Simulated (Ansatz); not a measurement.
# Ta(100) / 3 layers W(100) / Ta(100): resistance against film thickness, part 3 of 3

How does the resistance across the layers grow with the film in Ta(100) / 3 layers W(100) / Ta(100)?

Ansatz 0.2.0; Ansatz plane-wave DFT, PBEsol, PAW files; ballistic transport by layer matching (Landauer), zero bias; PAW set soft_1.

So far. Step 6 (With 10 layers, k-mesh 11×11×1, film layers 10): The conductance of the junction is 6.5e14 S/m², 7.7 % under the 7.0e14 S/m² of the last finished run, no more than the error estimates, leads' steps apart, of 5.8 and 6.4 % together.

### 7. Cost and result by level

Times are for 4 threads of Intel Xeon 6975P-C (Granite Rapids), shared host. Results by setting:

```
no.  film layers  area resistance that the stack adds (contact term taken off, spin by spin) (fΩ m²)  conductance of the junction (S/m²)     time  memory (GiB)
  1            3                                                                              0.3660                             1.09e15  2.1 min           1.3
  2            5                                                                              0.6099                             8.61e14     57 s           1.3
  3            6                                                                              0.7205                             7.84e14     60 s           1.3
  4            8                                                                              0.8783                             7.00e14     67 s           1.5
  5           10                                                                              0.9975                             6.46e14     77 s           1.8
```

### 8. With 5 layers

A repeat with a deliberate mistake in the input, to see how the program answers it.

This step: Ansatz plane-wave DFT, PBEsol, PAW files; ballistic transport by layer matching (Landauer), zero bias; changed: output.transmission.de = 0.5, output.transmission.e_range = [-2, 2], scf.max_iter = 60; PAW set soft_1 (Ansatz 0.2.0).

System of this step: Ta(100) / 5 layers W(100) / Ta(100). The cell holds 16 atoms: 11 Ta and 5 W. Cell: a = 3.303 Å, b = 3.303 Å, c = 25.430 Å, α = 90.0°, β = 90.0°, γ = 90.0°. It derives from Ta and W. Regions: lead, 11 atoms (11 Ta); films, 5 atoms (5 W). The structure is stacked along c, and the current runs across the ab planes.

Contents of input.yaml:

```yaml
crystal:
  lattice:
    - [3.30256, 0.0, 0.0]
    - [0.0, 3.30256, 0.0]
    - [0.0, 0.0, 25.4297787201]
  atoms:
    - { symbol: Ta, position: [0.0, 0.0, 0.0324674473] }
    - { symbol: Ta, position: [0.5, 0.5, 0.0974023418] }
    - { symbol: Ta, position: [0.0, 0.0, 0.1623372364] }
    - { symbol: Ta, position: [0.5, 0.5, 0.227272131] }
    - { symbol: Ta, position: [0.0, 0.0, 0.2922070255] }
    - { symbol: W, position: [0.5, 0.5, 0.3532460888] }
    - { symbol: W, position: [0.0, 0.0, 0.4103893208] }
    - { symbol: W, position: [0.5, 0.5, 0.4675325527] }
    - { symbol: W, position: [0.0, 0.0, 0.5246757847] }
    - { symbol: W, position: [0.5, 0.5, 0.5818190166] }
    - { symbol: Ta, position: [0.0, 0.0, 0.6428580799] }
    - { symbol: Ta, position: [0.5, 0.5, 0.7077929745] }
    - { symbol: Ta, position: [0.0, 0.0, 0.772727869] }
    - { symbol: Ta, position: [0.5, 0.5, 0.8376627636] }
    - { symbol: Ta, position: [0.0, 0.0, 0.9025976582] }
    - { symbol: Ta, position: [0.5, 0.5, 0.9675325527] }
kpoints:
  mp_grid: { grid: [11, 11, 1] }
hamiltonian:
  xc: pbesol
  pseudopotentials: { kind: paw, azcp: { folder: soft_1 }, xc_functional: pbe }
scf:
  occupations: { method: fermi_dirac, width: 0.1 }
  max_iter: 60
output:
  transmission: { leads: [[0, 1]], kmesh: [22, 22], e_range: [-2, 2], de: 0.5 }
  write_potential: true
  write_density: true
  volumetric_format: npy
```

Launch:

```bash
ansatz run input.yaml --threads 4 --pin off --max-ram 8192MiB --backend cpu --events-out ev --progress --plain --runs-dir out
```

Numbers of over 12 decimals in the logs are rounded to 6 here.

The log of the run:

```text
[...]
Crystal: 16 atoms, lattice volume = 277.360 Å³
Basis set: ecut = 420 eV, 5469 PW (Γ)
Bands: 128, of which v1, the nominal top of the filled ones, is band 107 counted from 1 (106 counted from 0)
Symmetry: 16 space group operations
[...]
k-points: 21 of 121
[...]
SCF iter   1: F=—  HF=-159232.916286 eV  |F-HF|=—  |Δ(HF+E_count)|=         —  Δρ=1.80e-1  dr2=4.99e3  ethr=3.10e-3  ⟨swp⟩=6.6  Hψ=10900  notcnv=0
[...]
SCF iter  11: F=-159169.308085 eV  HF=-159169.308085 eV  |F-HF|=8.15e-10  |Δ(HF+E_count)|=   3.38e-9  Δρ=3.32e-7  dr2=9.53e-10  ethr=4.69e-11  ⟨swp⟩=13.4  Hψ=8889  notcnv=0
SCF 1 converged in 11 iterations: F = -159169.308085 eV  dr2 = 9.53e-10
[...]
transmission: 400 of 3978 steps passed
transmission: 796 of 3978 steps passed
[...]
transmission: 3978 of 3978 steps passed
SCF converged after 11 iterations
Free energy (F): -159169.308085 eV
[...]
Internal energy: -159168.829982 eV  (E = F + TS)
E sigma→0 (E₀):  -159169.069033 eV
Entropy (-TS):   -0.478103 eV (-29.881 meV/atom)
Fermi energy:    19.389297 eV
[...]
--- Band table (eV; the first three rows and the last of 21) ---
  k-point 0: bands = [... 103 lower, 20.0151, 20.0452, 20.0452, 20.0881, 20.0881, 20.2116, 20.2116, 20.2387, ... 17 higher]
  k-point 1: bands = [... 103 lower, 19.7858, 19.8379, 19.8746, 19.9219, 20.0452, 20.1470, 20.1614, 20.4678, ... 17 higher]
  k-point 2: bands = [... 103 lower, 19.6013, 19.6547, 19.7329, 19.9371, 19.9446, 20.0629, 20.0987, 20.5611, ... 17 higher]
  k-point 20: bands = [... 103 lower, 19.0035, 19.0643, 19.1796, 19.7642, 19.7960, 20.1551, 20.1920, 20.5317, ... 17 higher]
--- Transmission ---
  basis      : 97 plane waves across, 51 finite elements along
  points     : 78, standing for a mesh of 22 x 22
[...]
channels       : 2.551653e0 a spin
    conductance    : none, the energies end too early or step too widely for 300 K: set another output.transmission.e_range or a lower de, or, where they end at an eighth of basis.ecutwfc, a higher one
    slowest decay  : 0.0773 /Å at (0.3182, 0.3182)
  junction   : crystal 0 to crystal 0, -0.70 to 23.08 Å
    transmission   : 1.212586e0 a spin
[...]
```

Run time: 50 s. Hardware: 4 threads of Intel Xeon 6975P-C (Granite Rapids), shared host; peak memory 1.3 GiB; 2.8 min of CPU time.

Residual by cycle:

cycle, log10 residual and a bar from the least value:
```
        1        3.7 ##############################
        2        3.1 #############################
        3        1.6 #########################
        4       -0.1 #####################
        5       -0.6 ####################
        6       -1.3 ##################
        7       -2.7 ###############
        8       -4.8 ##########
        9       -5.3 #########
       10       -6.9 #####
       11       -9.0
```

The run finished. A setting was moved off its sound value on purpose, so it serves as a test and not as the result.

The fault put into the input: an energy step too wide for a conductance (output.transmission.de = 0.5 and output.transmission.e_range = [-2, 2]).

### 9. What came out

| Quantity | Value |
| --- | --- |
| area resistance, 3 layers | 0.366 fΩ m² |
| area resistance, 5 layers | 0.610 fΩ m² |
| area resistance, 6 layers | 0.720 fΩ m² |
| area resistance, 8 layers | 0.878 fΩ m² |
| area resistance, 10 layers | 0.998 fΩ m² |

In words: The stack adds 0.37 fΩ m² with 3 layers and 1.00 fΩ m² with 10. From 5 to 10 layers it grows by 64 %; nothing scatters inside a perfect film, so this is no ohmic growth, and the error estimates, with the leads' steps, cover part of it. Atoms sit on ideal sites and aren't relaxed. Spin-orbit coupling is left out, which matters for Ta and W. W(100) is stretched by 4.4 % in plane to fit Ta(100), at its own atomic volume.

[Logs are printed without paths, hosts, clocks, repeated set-up lines and the standing remarks that a program may print on its own settings, such as how far it seeks lower states.]

[Hosts, paths, dates, database ids (printed as entryN), source tags and the programs' standing remarks are cut or masked in the printed files.]
